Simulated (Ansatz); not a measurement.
ZnO in the wurtzite structure, relaxed with r2SCAN in the plane-wave code Ansatz. It is hexagonal, P6_3mc (No. 186); a = 3.235 Å, c = 5.211 Å in the conventional setting, 11.81 Å³ an atom. Around Zn lie 4 O at 1.97–1.98 Å; around O lie 4 Zn at 1.97–1.98 Å.

The axes x, y and z are those of this cell:
```yaml
crystal:
  lattice:
    - [3.23534, 0.00000, 0.00000]
    - [-1.61767, 2.80189, 0.00000]
    - [0.00000, 0.00000, 5.21095]
  atoms:
    - { symbol: Zn, position: [0.33333, 0.66667, 0.99765] }
    - { symbol: Zn, position: [0.66667, 0.33333, 0.49765] }
    - { symbol: O, position: [0.33333, 0.66667, 0.37735] }
    - { symbol: O, position: [0.66667, 0.33333, 0.87735] }
```

Unstrained: With PBE the gap is 0.808 eV and direct, at Γ. With r2SCAN the gap is 1.238 eV and direct, at Γ. The HSE06 gap is direct at Γ: 2.532 eV. Meshes: PBE 12×12×6, r2SCAN 12×12×6, HSE06 6×6×4. Strains are changes of length per length, and xy shears are angles. After each strain the atoms were relaxed again with r2SCAN within the symmetry that the strain leaves, so tilts or polar shifts that break it weren't tested; points keep the names that they have in the unstrained zone. Calculated for a static, non-magnetic cell.

(1) Apply xy shear, engineering strain (angle) -1.5 %. How far does the gap move, against the unstrained cell?

(2) Apply uniaxial -2.5 % along z, other directions held. How far does the gap move, against the unstrained cell?

(3) Apply uniaxial +2.5 % along x, other directions held. How far does the gap move, against the unstrained cell?

(4) Apply isotropic +2.5 % on every length. How far does the gap move, against the unstrained cell?

(5) Order the strained cells by their HSE06 gap, smallest first.
A. uniaxial -2.5 % along z, other directions held
B. isotropic +2.5 % on every length
C. xy shear, engineering strain (angle) -1.5 %
D. uniaxial +2.5 % along x, other directions held

Results:

(1) PBE: the gap goes from 0.808 to 0.791 eV (-0.017 eV); with r2SCAN the top three valence levels at Γ, grouped 2+1 from the top over 96 meV, become 1+1+1 over 112 meV. r2SCAN: the gap goes from 1.238 to 1.221 eV (-0.017 eV). HSE06: the gap goes from 2.532 to 2.515 eV (-0.017 eV). The r2SCAN energy rises by 0.3 meV an atom.

(2) PBE: the gap goes from 0.808 to 0.873 eV (+0.065 eV); with r2SCAN the top three valence levels at Γ, grouped 2+1 from the top over 96 meV, become 2+1 over 116 meV. r2SCAN: the gap goes from 1.238 to 1.303 eV (+0.065 eV). HSE06: the gap goes from 2.532 to 2.618 eV (+0.086 eV). The r2SCAN energy rises by 5.1 meV an atom.

(3) PBE: the gap goes from 0.808 to 0.758 eV (-0.050 eV); with r2SCAN the top three valence levels at Γ, grouped 2+1 from the top over 96 meV, become 1+1+1 over 107 meV. r2SCAN: the gap goes from 1.238 to 1.187 eV (-0.051 eV). HSE06: the gap goes from 2.532 to 2.462 eV (-0.070 eV). The r2SCAN energy rises by 4.8 meV an atom.

(4) PBE: the gap goes from 0.808 to 0.700 eV (-0.108 eV); with r2SCAN the top three valence levels at Γ, grouped 2+1 from the top over 96 meV, become 2+1 over 71 meV. r2SCAN: the gap goes from 1.238 to 1.124 eV (-0.114 eV). HSE06: the gap goes from 2.532 to 2.361 eV (-0.171 eV). The r2SCAN energy rises by 28.6 meV an atom.

(5) B (2.36 eV), D (2.46 eV), C (2.51 eV), A (2.62 eV).

The meshes of the hybrids are coarse, so their gaps aren't converged to the digits shown.

The splittings at Γ are without spin-orbit coupling, which regroups them where it is of like size or larger.
